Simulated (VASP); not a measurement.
## Te2Mo: single point with PBE

Te2Mo:

```
Te Mo
1.0
     3.51820    0.00000    0.00000
    -1.75910    3.04685    0.00000
     0.00000    0.00000   13.97360
Te Mo
4 2
Cartesian
  1.7591 1.0156 5.2960
  0.0000 2.0312 12.2828
  1.7591 1.0156 1.6908
  0.0000 2.0312 8.6776
  1.7591 1.0156 10.4802
  0.0000 2.0312 3.4934
```

```json
{"Program": "VASP 6.6.1", "Task": "single point", "Functional": "PBE", "Potentials or basis": "VASP PAW PBE potentials, release 64 (Te, Mo_sv)", "Cutoff": "520 eV", "k mesh": "9 × 9 × 2", "Occupations": "gaussian, width 0.011 eV", "Spin": "no spin polarisation", "Further INCAR settings": "ALGO = Normal; EDIFF = 1e-06"}
```

```
Pressure               : 2.9 GPa
Largest force          : 0.189 eV/Å
Band gap on the k mesh : 0.78 eV, indirect (least direct gap 1.04 eV)
```

Forces in eV/Å, atoms in the order of the input:
```
Te   0.000  0.000  0.189
Te   0.000  0.000  0.189
Te   0.000  0.000 -0.189
Te   0.000  0.000 -0.189
Mo   0.000  0.000  0.000
Mo   0.000  0.000  0.000
```

Stress tensor (GPa, compression positive):
```
2.66 0.00 0.00
0.00 2.66 0.00
0.00 0.00 3.42
```

Levels at points of the mesh, in eV from the valence-band top:
| k point | band 23 | band 24 | band 25 | band 26 | band 27 | band 28 | band 29 | band 30 |
| --- | --- | --- | --- | --- | --- | --- | --- | --- |
| (0.00, 0.00, 0.00) | -1.03 | -1.03 | -0.32 | 0.00 | 2.90 | 2.90 | 3.03 | 3.03 |
| (0.00, 0.00, 0.50) | -1.04 | -1.04 | -0.08 | -0.08 | 2.94 | 2.94 | 2.94 | 2.94 |

Run time: 83 s on 1 thread of AMD EPYC 9R45 96-Core Processor (Zen 5), with other jobs on the host, peak memory 0.29 GiB.

The gap isn't set beside the measured one, since this odd mesh misses points on the zone boundary.

Caveat: spin-orbit coupling is left out, which moves the levels of the heavy elements; an odd mesh through Γ misses points on the zone boundary, where band edges often lie; this functional lacks dispersion, which binds the layers, so the pressure and a relaxed spacing across them are unreliable.
